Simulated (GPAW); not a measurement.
Here is a GPAW 26.7.0 calculation.

The input run.py:

```python
from ase import Atoms
from ase.dft.bandgap import bandgap
from ase.io import write
from ase.units import GPa
from gpaw import GPAW, PW, setup_paths

setup_paths.insert(0, '.')

atoms = Atoms(['Ni', 'O'],
              cell=[[0.0, 2.0859016414, 2.0859016414],
                    [2.0859016414, 0.0, 2.0859016414],
                    [2.0859016414, 2.0859016414, 0.0]],
              scaled_positions=[[0.0, 0.0, 0.0],
                                [0.5, 0.5, 0.5]],
              pbc=True)
atoms.set_initial_magnetic_moments([1.0, 0.0])

calc = GPAW(mode=PW(800),
            xc='LDA',
            kpts={'size': (8, 8, 8), 'gamma': True},
            occupations={'name': 'fermi-dirac', 'width': 0.05},
            setups={'Ni': 'jth', 'O': 'jth'},
            nbands=-11,
            convergence={'density': 1e-05, 'energy': 1e-05},
            maxiter=150,
            txt='gpaw.txt')
atoms.calc = calc
energy = atoms.get_potential_energy()
forces = atoms.get_forces()
stress = atoms.get_stress()
calc.write('gs.gpw')
write('result.traj', atoms)
print(f'Energy: {energy:.6f} eV')
print('Forces (eV/A):')
print(forces.round(4))
print('Stress (GPa):', (stress / GPa).round(3))
print('Moments:', calc.get_magnetic_moments().round(3))
print('Fermi level:', round(calc.get_fermi_level(), 4), 'eV')
print(f'Gap: {bandgap(calc)[0]:.4f} eV, direct: {bandgap(calc, direct=True)[0]:.4f} eV')

path = atoms.cell.bandpath('GXWKGLUWLK,UX', npoints=60, eps=1e-4)
bs_calc = calc.fixed_density(kpts=path, symmetry='off', nbands=-18,
                             convergence={'bands': 'CBM+6.0', 'eigenstates': 1e-6}, txt='bands.txt')
bs = bs_calc.band_structure()
bs.write('bs.json')
print(f'Gap on the path: {bandgap(bs_calc)[0]:.4f} eV')
```

Potentials or basis: JTH PAW 2.0, LDA, pw.

Command:

```sh
$ OMP_NUM_THREADS=1 python run.py
```

(1) Estimate the net moment.

(2) What does it give for the pressure?

(3) What does it give for the band gap along the path?

(4) Estimate the site moments.

Results:

(1) 0.71 μB per cell.

(2) -28.0 GPa.

(3) none (metal or under the smearing width).

(4) Ni +0.55; O +0.09 μB.

Caveat: the program truncates these outside data sets; so large a pressure means that the cell lies far from this level's equilibrium, or that cutoff or potentials fall short; a cell with one magnetic atom can't hold antiferromagnetic order, which such compounds often take; semilocal functionals often make such compounds metallic where correlation or magnetic order opens a gap, which also shifts bond lengths.

**What was measured.**

“Local correlations, non-local screening, multiplets, and band formation in NiO”, 2012, arxiv:1210.6675 quotes, for a bulk crystal of NiO: band gap 4.3 eV.

A measured gap of NiO is 4.3 eV (quoted in “Local correlations, non-local screening, multiplets, and band formation in NiO”, 2012, arxiv:1210.6675); the calculated 0.00 eV misses it by -4.30 eV. So large a miss can be the level of theory's own, or it may mean another phase, state or a wrong row. The value is that of LDA, without temperature or zero-point motion. Semilocal functionals fall short of measured gaps as a rule. The run's magnetic order (collinear spin, ferromagnetic start) needn't be the measured crystal's.
